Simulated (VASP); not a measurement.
# A VASP 6.6.1 single-point calculation on InP

INCAR

```
PREC = Accurate
GGA = PE
EDIFF = 1E-7
LREAL = .FALSE.
IBRION = -1
NELM = 120
LWAVE = .FALSE.
LCHARG = .FALSE.
ISMEAR = -1
ENCUT = 300
SIGMA = 0.02
ISIF = 2
LASPH = .TRUE.
NBANDS = 16
NSW = 0
```

KPOINTS

```
KPOINTS created by Atomic Simulation Environment
0
Monkhorst-Pack
8 8 8
0 0 0
```

POSCAR

```
In P
 1.0000000000000000
     0.0000000000000000    3.0719391402000000    3.0719391402000000
     3.0719391402000000    0.0000000000000000    3.0719391402000000
     3.0719391402000000    3.0719391402000000    0.0000000000000000
 In  P
   1   1
Cartesian
  0.0000000000000000  0.0000000000000000  0.0000000000000000
  1.5359695701000000  1.5359695701000000  1.5359695701000000
```

The recommended PBE PAW datasets give the neutral cell 18 valence electrons.

Command

```
mpirun -np 1 vasp_std
```

OSZICAR

```
N       E                     dE             d eps       ncg     rms          rms(c)
DAV:   1     0.944377120395E+02    0.94438E+02   -0.61218E+03  1944   0.805E+02
DAV:   2    -0.272981062794E+01   -0.97168E+02   -0.93849E+02  2128   0.234E+02
DAV:   3    -0.855524329594E+01   -0.58254E+01   -0.58060E+01  2552   0.621E+01
DAV:   4    -0.869346880750E+01   -0.13823E+00   -0.13820E+00  2464   0.109E+01
DAV:   5    -0.869980215188E+01   -0.63333E-02   -0.63333E-02  2808   0.183E+00    0.461E+00
DAV:   6    -0.834577459214E+01    0.35403E+00   -0.60954E-01  3040   0.105E+01    0.277E+00
DAV:   7    -0.832909736199E+01    0.16677E-01   -0.11745E-01  2672   0.221E+00    0.114E+00
DAV:   8    -0.833007649914E+01   -0.97914E-03   -0.10618E-02  2280   0.111E+00    0.177E-01
DAV:   9    -0.833073736154E+01   -0.66086E-03   -0.10922E-03  2456   0.356E-01    0.123E-01
DAV:  10    -0.833090147286E+01   -0.16411E-03   -0.17003E-04  2496   0.124E-01    0.639E-02
DAV:  11    -0.833098861611E+01   -0.87143E-04   -0.12922E-04  2352   0.807E-02    0.245E-02
DAV:  12    -0.833098825263E+01    0.36348E-06   -0.54751E-06  2400   0.196E-02    0.659E-03
DAV:  13    -0.833098901332E+01   -0.76069E-06   -0.19289E-06  2496   0.656E-03    0.661E-03
DAV:  14    -0.833098919567E+01   -0.18235E-06   -0.18810E-07  2576   0.423E-03    0.153E-03
DAV:  15    -0.833098919964E+01   -0.39718E-08   -0.87841E-09  1696   0.653E-04
   1 F= -.83309892E+01 E0= -.83309892E+01  d E =-.388411E-09
```

From OUTCAR

```
k-points           NKPTS =     60   k-points in BZ     NKDIM =     60   number of bands    NBANDS=     16

   NELECT =      18.0000    total number of electrons

   dimension x,y,z NGX =    28 NGY =   28 NGZ =   28
   dimension x,y,z NGXF=    56 NGYF=   56 NGZF=   56

  energy-cutoff  :      300.00
  volume of cell :       57.98
      direct lattice vectors                 reciprocal lattice vectors
     0.000000000  3.071939140  3.071939140    -0.162763641  0.162763641  0.162763641
     3.071939140  0.000000000  3.071939140     0.162763641 -0.162763641  0.162763641
     3.071939140  3.071939140  0.000000000     0.162763641  0.162763641 -0.162763641

 k-points in reciprocal lattice and weights: KPOINTS created by Atomic Simulation Env
   0.06250000  0.06250000  0.06250000       0.004
   0.18750000  0.06250000  0.06250000       0.012
   0.31250000  0.06250000  0.06250000       0.012
   0.43750000  0.06250000  0.06250000       0.012
  -0.43750000  0.06250000  0.06250000       0.012
  -0.31250000  0.06250000  0.06250000       0.012
  -0.18750000  0.06250000  0.06250000       0.012
  -0.06250000  0.06250000  0.06250000       0.012
   ...

 E-fermi :   4.0687

 k-point     1 :       0.0625    0.0625    0.0625
  band No.  band energies     occupation
      1     -10.1945      2.00000
      2     -10.1907      2.00000
      3     -10.1907      2.00000
      4     -10.0983      2.00000
      5     -10.0983      2.00000
      6      -6.8468      2.00000
      7       2.9669      2.00000
      8       3.7234      2.00000
      9       3.7234      2.00000
     10       4.3969      0.00000
     11       7.8144      0.00000
     12       7.8884      0.00000
     13       7.8884      0.00000
     14      11.9427      0.00000
     15      12.7750      0.00000
     16      12.7750      0.00000

 k-point     2 :       0.1875    0.0625    0.0625
  band No.  band energies     occupation
      1     -10.2081      2.00000
      2     -10.1858      2.00000
      3     -10.1829      2.00000
      4     -10.0993      2.00000
      5     -10.0965      2.00000
      6      -6.6607      2.00000
      7       1.7804      2.00000
      8       3.3070      2.00000
      9       3.6373      2.00000
     10       5.1671      0.00000
     11       7.7867      0.00000
     12       8.0579      0.00000
     13       8.4295      0.00000
     14      11.9865      0.00000
     15      12.4735      0.00000
     16      12.8375      0.00000

 k-point     3 :       0.3125    0.0625    0.0625
  band No.  band energies     occupation
      1     -10.2319      2.00000
      2     -10.1759      2.00000
      3     -10.1737      2.00000
      4     -10.0982      2.00000
      5     -10.0939      2.00000
      6      -6.2400      2.00000
      7       0.2803      2.00000
      8       2.9334      2.00000
      9       3.3469      2.00000
     10       5.3602      0.00000
     11       8.4180      0.00000
     12       8.4182      0.00000
     13       8.9679      0.00000
     14      11.8847      0.00000
     15      12.4831      0.00000
     16      13.0050      0.00000

 ...

  Total       -1.6884813     -1.6884813     -1.6884813      0.0000000      0.0000000      0.0000000
  in kB      -46.6593870    -46.6593870    -46.6593870      0.0000000      0.0000000      0.0000000
  external PRESSURE =     -46.6593870 kB  Pullay stress =       0.0000000 kB

 POSITION                                       TOTAL-FORCE (eV/Angst)
 -----------------------------------------------------------------------------------
      0.00000      0.00000      0.00000         0.000000      0.000000      0.000000
      1.53597      1.53597      1.53597        -0.000000     -0.000000     -0.000000
 -----------------------------------------------------------------------------------
    total drift:                               -0.000000     -0.000000     -0.000000

  FREE ENERGIE OF THE ION-ELECTRON SYSTEM (eV)
  ---------------------------------------------------
  free  energy   TOTEN  =        -8.3309891996 eV

  energy  without entropy=       -8.3309891993  energy(sigma->0) =       -8.33098920
```

It converged. Results: gap between bands v and c on the k mesh 0.67 eV; least direct gap on the k mesh 0.67 eV; pressure -4.7 GPa. Band v is the last that the valence electrons fill when counted band by band, and c is the next.

These settings aren't sound, so the numbers aren't properties of the crystal. The shifted mesh misses Γ, so a band edge there is missed.

On sound settings PBE gives a gap of 0.00 eV on its mesh and a pressure of -4.4 GPa for the intended cell.

The run took about 36 s on one core of a shared host (Intel Xeon Platinum 8488C) and held 0.16 GiB at most.
